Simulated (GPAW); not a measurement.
# InAs (F-43m) in GPAW: notebook

Aim: see how the results for InAs move with the level of theory and the settings. Levels: LDA, PBE, RPBE, optPBE-vdW. Tasks: single point, electron localisation function.

Program: GPAW 26.7.0. These are calculated values, not measurements. Logs are shortened: lines on timing, memory, paths and dates and some standing lists are left out, and cuts for length are marked. The log counts tension as positive stress, the text compression.

**The experiment to reproduce.**

A printed reference work, data compilation reports, for a bulk crystal of InAs at 4.2 K: band gap 0.418 eV (direct).

The runs below are set against these values where they give the same quantity.

### Step 1. Starting point

It takes space group F-43m (No. 216, cubic). The conventional cell has a = 6.036 Å, b = 6.036 Å, c = 6.036 Å, α = 90.00°, β = 90.00°, γ = 90.00°. Around In (site symmetry -43m) lie 4 As at 2.61 Å. As (site symmetry -43m) has 4 In at 2.61 Å as nearest neighbours.

### Step 2. Single point, LDA

The input, run.py:

```python
from ase.dft.bandgap import bandgap
from ase.io import read, write
from ase.units import GPa
from gpaw import GPAW, PW

atoms = read('POSCAR')

calc = GPAW(mode=PW(450),
            xc='LDA',
            kpts={'size': (6, 6, 6), 'gamma': True},
            occupations={'name': 'fermi-dirac', 'width': 0.01},
            nbands=18,
            convergence={'density': 1e-05, 'energy': 1e-05},
            maxiter=150,
            txt='gpaw.txt')
atoms.calc = calc
energy = atoms.get_potential_energy()
forces = atoms.get_forces()
stress = atoms.get_stress()
calc.write('gs.gpw')
write('result.traj', atoms)
print(f'Energy: {energy:.6f} eV')
print('Forces (eV/A):')
print(forces.round(4))
print('Stress (GPa):', (stress / GPa).round(3))
print('Fermi level:', round(calc.get_fermi_level(), 4), 'eV')
print(f'Gap: {bandgap(calc)[0]:.4f} eV, direct: {bandgap(calc, direct=True)[0]:.4f} eV')
```

The input, POSCAR:

```
InAs
1.0
    0.0000000000      3.0180000000      3.0180000000
    3.0180000000      0.0000000000      3.0180000000
    3.0180000000      3.0180000000      0.0000000000
In As
1 1
Direct
    0.0000000000      0.0000000000      0.0000000000
    0.7500000000      0.7500000000      0.7500000000
```

Potentials or basis: the program's PAW data sets (release 1.2.1) made for this functional, pw.

The run is started by

```sh
$ OMP_NUM_THREADS=1 python run.py
```

gpaw.txt:

```text
__  _  _
 | _ |_)|_||  |
 |__||  | ||/\| - 26.7.0

Input parameters:
  mode=PW(ecut=450.00000000000006),
  convergence={'density': 1e-05, 'energy': 1e-05},
  kpts=MonkhorstPack(size=(6, 6, 6), gamma=True),
  maxiter=150,
  nbands=18,
  occupations=Occupations(name='fermi-dirac', width=0.01),
  xc=XC(name='LDA')

Diagonalizing LCAO Hamiltonian
Converting LCAO to pw mode

                     As

       In

Atoms  # Å, Bohr magnetons
|   | symbol |        x |        y |        z |    initial magnetic moments |
|---|--------|----------|----------|----------|-----------------------------|
| 0 |     In | 0.000000 | 0.000000 | 0.000000 | ( 0.0000,  0.0000,  0.0000) |
| 1 |     As | 4.527000 | 4.527000 | 4.527000 | ( 0.0000,  0.0000,  0.0000) |

Unit cell  # Å
| periodic |        x |        y |        z |  lengths |    angles |
|----------|----------|----------|----------|----------|-----------|
|      yes | 0.000000 | 3.018000 | 3.018000 | 4.268097 | 60.000000 |
|      yes | 3.018000 | 0.000000 | 3.018000 | 4.268097 | 60.000000 |
|      yes | 3.018000 | 3.018000 | 0.000000 | 4.268097 | 60.000000 |

Number of symmetries: 24
Symmetry operations  # r_c * U_cc + t_c -> r_c
|    | kind |            matrix            |
|----|------|------------------------------|
|  0 |  E   |  1, 0, 0,  0, 1, 0,  0, 0, 1 |
|  1 |  σ   |  1, 0, 0,  0, 0, 1,  0, 1, 0 |
|  2 |  σ   |  1, 0,-1,  0, 1,-1,  0, 0,-1 |
|  3 |  C3  |  1, 0,-1,  0, 0,-1,  0, 1,-1 |
|  4 |  C3  |  1,-1, 0,  0,-1, 1,  0,-1, 0 |
|  5 |  σ   |  1,-1, 0,  0,-1, 0,  0,-1, 1 |
|  6 |  σ   |  0, 1, 0,  1, 0, 0,  0, 0, 1 |
|  7 |  C3  |  0, 1, 0,  0, 0, 1,  1, 0, 0 |
|  8 |  C2  |  0, 1,-1,  1, 0,-1,  0, 0,-1 |
|  9 |  S4  |  0, 1,-1,  0, 0,-1,  1, 0,-1 |
| 10 |  C3  |  0, 0, 1,  1, 0, 0,  0, 1, 0 |
| 11 |  σ   |  0, 0, 1,  0, 1, 0,  1, 0, 0 |
| 12 |  S4  |  0, 0,-1,  1, 0,-1,  0, 1,-1 |
| 13 |  C3  |  0, 0,-1,  0, 1,-1,  1, 0,-1 |
| 14 |  S4  |  0,-1, 1,  1,-1, 0,  0,-1, 0 |
| 15 |  C2  |  0,-1, 1,  0,-1, 0,  1,-1, 0 |
| 16 |  C3  |  0,-1, 0,  1,-1, 0,  0,-1, 1 |
| 17 |  S4  |  0,-1, 0,  0,-1, 1,  1,-1, 0 |
| 18 |  S4  | -1, 1, 0, -1, 0, 1, -1, 0, 0 |
| 19 |  C3  | -1, 1, 0, -1, 0, 0, -1, 0, 1 |
| 20 |  C3  | -1, 0, 1, -1, 1, 0, -1, 0, 0 |
| 21 |  S4  | -1, 0, 1, -1, 0, 0, -1, 1, 0 |
| 22 |  σ   | -1, 0, 0, -1, 1, 0, -1, 0, 1 |
| 23 |  C2  | -1, 0, 0, -1, 0, 1, -1, 1, 0 |

BZ-sampling:
  Number of BZ points: 216
  Number of IBZ points: 16

  Monkhorst-Pack size: [6, 6, 6]
  Monkhorst-Pack shift: [0.08333333333333333, 0.08333333333333333, 0.08333333333333333]

K-points  # in reciprocal-cell coordinates
|     |                                coordinates |     weight |
|-----|--------------------------------------------|------------|
|   0 | (  0.00000000,   0.00000000,   0.00000000) | 0.00462963 |
|   1 | (  0.16666667,   0.16666667,   0.00000000) | 0.02777778 |
|   2 | (  0.16666667,   0.16666667,   0.16666667) | 0.03703704 |
|   3 | (  0.33333333,   0.16666667,   0.16666667) | 0.05555556 |
|   4 | (  0.33333333,   0.33333333,  -0.33333333) | 0.05555556 |
|   5 | (  0.33333333,   0.33333333,   0.00000000) | 0.02777778 |
|   6 | (  0.33333333,   0.33333333,   0.16666667) | 0.11111111 |
|   7 | (  0.33333333,   0.33333333,   0.33333333) | 0.03703704 |
|   8 | (  0.50000000,   0.33333333,  -0.33333333) | 0.11111111 |
|   9 | (  0.50000000,   0.33333333,  -0.16666667) | 0.05555556 |
| ... |                                            |            |
|  15 | (  0.50000000,   0.50000000,   0.50000000) | 0.01851852 |

Plane wave coefficients: 1243
Cutoff: 450.00000000000006 eV

Spin-components: 1 (collinear spins)
Bands:           18
Projectors:      11
Spin-degeneracy: 2
Datatype:        complex128

Density:
  Valence electrons: 18.0
  Components: 1
  Grid points: [21 21 21]
  Charge: 0.0  # |e|

Potential:
  Grid points: [21 21 21]

species:
  In:
    name:    Indium
    Z:       49.0
    valence: 13
    core:    36
    charge:  0.0  # [|e|]
    compensation charges:
      type: gauss
      rc: 0.36  # [Å]
      lmax: 2
    cutoffs:
      filter: 2.09  # [Å]
      core: 2.48  # [Å]
    projectors
    | kind |    occ | energy [eV] | rcut [Å] |
    |------|--------|-------------|----------|
    |   5s |  2.000 |      -8.474 |    1.185 |
    |   5p |  1.000 |      -2.700 |    1.244 |
    |   4d | 10.000 |     -18.723 |    1.148 |
    |    s |        |      18.738 |    1.185 |
    |    p |        |      24.512 |    1.244 |
    |    d |        |       8.489 |    1.148 |

    Using partial waves for In as LCAO basis

  As:
    name:    Arsenic
    Z:       33.0
    valence: 5
    core:    28
    charge:  0.0  # [|e|]
    compensation charges:
      type: gauss
      rc: 0.33  # [Å]
      lmax: 2
    cutoffs:
      filter: 1.87  # [Å]
      core: 2.96  # [Å]
    projectors
    | kind |    occ | energy [eV] | rcut [Å] |
    |------|--------|-------------|----------|
    |   4s |  2.000 |     -14.691 |    1.058 |
    |   4p |  3.000 |      -5.342 |    1.058 |
    |    s |        |      12.520 |    1.058 |
    |    p |        |      21.869 |    1.058 |
    |    d |        |       0.000 |    1.058 |

    Using partial waves for As as LCAO basis

Reference energy: -221254.198245  # eV

eigensolver:
  PPCG
  Converge bands: occupied
  niter=2

density mixing:
  MSR1-Mixer
  Pratt-step length: 0.05
  Maximum mixing coefficient: 0.75
  Old densities: 10
  SVD Regularization: 0.005
  Good broyden scale: 1.0
  Trust region scale: 1.0
  Backstep threshold: 4.0
  History deletion threshold: 6.0
  Fourier metric: weight=20.0, sigma=0.015

occupation numbers:
  Fermi-Dirac:
    width: 0.0100  # eV

poisson solver:
  ecut: 3600.0000000000005  # eV

xc functional:
  name: None

convergence criteria:
- Maximum integral of absolute [dens]ity change: 1e-05 electrons / valence electron
- Maximum [total energy] change in last 3 cyles: 1e-05 eV / valence electron
- Maximum integral of absolute [eigenst]ate change: 4e-08 eV^2 / valence electron
maximum number of iterations: 150

SCF iterations
|iter     | |      energy | eigst |  dens |
|---------|-|-------------|-------|-------|
|iter:   1| |   -9.461459 | -0.47 |       |
|iter:   2| |   -9.412530 | -2.47 | -1.19 |
|iter:   3| |   -9.205665 | -2.03 | -1.23 |
|iter:   4| |   -9.202376 | -3.56 | -1.84 |
|iter:   5| |   -9.201971 | -4.27 | -2.39 |
|iter:   6| |   -9.201984 | -5.78 | -3.19 |
|iter:   7| |   -9.201986c| -6.68 | -3.68 |
|iter:   8| |   -9.201986c| -7.61c| -4.73 |
|iter:   9| |   -9.201986c| -8.52c| -5.41c|

Converged in 9 steps
Energy contributions relative to reference atoms: (reference = -221254.198245)

Energy contributions:
  Kinetic:          24.123054
  Coulomb:         -22.316142
  Zero:              0.185799
  External:          0.000000
  Xc:              -11.194608
  Entropy:          -0.000177
  Spinorbit:         0.000000
  ----------------------------
  Free energy:      -9.202074
  Extrapolated:     -9.201986

dipole moment: (-17.250290, -17.250290, -17.250290)  # |e|*Ang

Fermi level: 4.612
Eigenvalues  # (at kpt = [0.000, 0.000, 0.000])
| band index |      eig [eV] | occ [0-2] |
|------------|---------------|-----------|
|          0 |        -9.659 |     2.000 |
|        ... |               |           |
|          2 |        -9.659 |     2.000 |
|          3 |        -9.526 |     2.000 |
|          4 |        -9.526 |     2.000 |
|          5 |        -7.367 |     2.000 |
|          6 |         4.197 |     2.000 |
|          7 |         4.605 |     1.333 |
[... 8 lines left out ...]
|         16 |        14.976 |     0.000 |
|         17 |        14.976 |     0.000 |

No gap
No difference between direct/indirect transitions

Forces  # eV/Ang
|        x |        y |       z |
|----------|----------|---------|
|  0.00000 | -0.00000 | 0.00000 |  # In   0
| -0.00000 |  0.00000 | 0.00000 |  # As   1

Stress tensor  # eV/Ang^3
|        x |        y |        z |
|----------|----------|----------|
| 0.009439 | 0.000000 | 0.000000 |
| 0.000000 | 0.009439 | 0.000000 |
| 0.000000 | 0.000000 | 0.009439 |

# Writing to gs.gpw (mode='')
```

Wall time 6.7 s (1 thread of Arm Neoverse V2, shared host); peak memory 0.14 GiB.

What came out:

```
Free energy            : -9.2021 eV
Pressure               : -1.5 GPa
Band gap on the k mesh : none (metal or under the smearing width)
```

Levels at points of the mesh, in eV from the Fermi level:
```
           k point  band 7  band 8  band 9  band 10  band 11  band 12
(0.00, 0.00, 0.00)   -0.42   -0.01   -0.01    -0.01     3.80     3.80
(0.50, 0.50, 0.00)   -5.97   -2.38   -2.38     1.40     1.94     9.02
(0.50, 0.50, 0.50)   -5.89   -1.02   -1.02     0.79     4.60     4.60
```

Caveat: the cutoff is short for stress and forces, so pressures can be off by a GPa or more; this crystal is a semiconductor, whose small gap the functional closes, so the metal is an error of the method.

### Step 3. Single point, PBE

run.py, as its differences from that of step 2:

```diff
@@ -1,3 +1,4 @@
+from ase import Atoms
 from ase.dft.bandgap import bandgap
-from ase.io import read, write
+from ase.io import write
 from ase.units import GPa
@@ -5,6 +6,12 @@
 
-atoms = read('POSCAR')
+atoms = Atoms(['In', 'As'],
+              cell=[[0.0, 3.018, 3.018],
+                    [3.018, 0.0, 3.018],
+                    [3.018, 3.018, 0.0]],
+              scaled_positions=[[0.0, 0.0, 0.0],
+                                [0.75, 0.75, 0.75]],
+              pbc=True)
 
-calc = GPAW(mode=PW(450),
-            xc='LDA',
+calc = GPAW(mode=PW(400),
+            xc='PBE',
             kpts={'size': (6, 6, 6), 'gamma': True},
```

Potentials or basis: GPAW PAW data sets (gpaw-data 1.2.1), pw.

The run is started by

```sh
$ OMP_NUM_THREADS=1 python run.py
```

It took 4.5 s on 1 thread of Arm Neoverse V2, shared host; peak memory 0.13 GiB.

These settings aren't checked as converged: the numbers below hold their error.

What came out:

- Free energy: -7.7441 eV
- Pressure: 2.2 GPa
- Band gap on the k mesh: none (metal or under the smearing width)

Caveat: the cutoff is short for stress and forces, so pressures can be off by a GPa or more; this crystal is a semiconductor, whose small gap the functional closes, so the metal is an error of the method.

### Step 4. Single point, RPBE

run.py, as its differences from that of step 3:

```diff
@@ -1,4 +1,3 @@
-from ase import Atoms
 from ase.dft.bandgap import bandgap
-from ase.io import write
+from ase.io import read, write
 from ase.units import GPa
@@ -6,12 +5,6 @@
 
-atoms = Atoms(['In', 'As'],
-              cell=[[0.0, 3.018, 3.018],
-                    [3.018, 0.0, 3.018],
-                    [3.018, 3.018, 0.0]],
-              scaled_positions=[[0.0, 0.0, 0.0],
-                                [0.75, 0.75, 0.75]],
-              pbc=True)
+atoms = read('POSCAR')
 
-calc = GPAW(mode=PW(400),
-            xc='PBE',
+calc = GPAW(mode=PW(450),
+            xc='RPBE',
             kpts={'size': (6, 6, 6), 'gamma': True},
```

POSCAR is that of step 2.

Potentials or basis: the program's PAW data sets (release 1.2.1) made for this functional, pw.

The run is started by

```sh
$ OMP_NUM_THREADS=1 python run.py
```

Wall time 7 s (1 thread of Arm Neoverse V2, shared host); peak memory 0.14 GiB.

It converged, with:

```yaml
Free_energy: -7.1206 eV
Pressure: 4.9 GPa
Band_gap_on_the_k_mesh: none (metal or under the smearing width)
```

Levels at points of the mesh, in eV from the Fermi level:
| k point | band 7 | band 8 | band 9 | band 10 | band 11 | band 12 |
| --- | --- | --- | --- | --- | --- | --- |
| (0.00, 0.00, 0.00) | -0.04 | -0.01 | -0.01 | -0.01 | 3.92 | 3.92 |
| (0.50, 0.50, 0.00) | -5.83 | -2.35 | -2.35 | 1.64 | 2.15 | 9.36 |
| (0.50, 0.50, 0.50) | -5.76 | -1.01 | -1.01 | 1.06 | 4.71 | 4.71 |

Caveat: the cutoff is short for stress and forces, so pressures can be off by a GPa or more; this crystal is a semiconductor, whose small gap the functional closes, so the metal is an error of the method.

(Continued in part 2 of 2.)
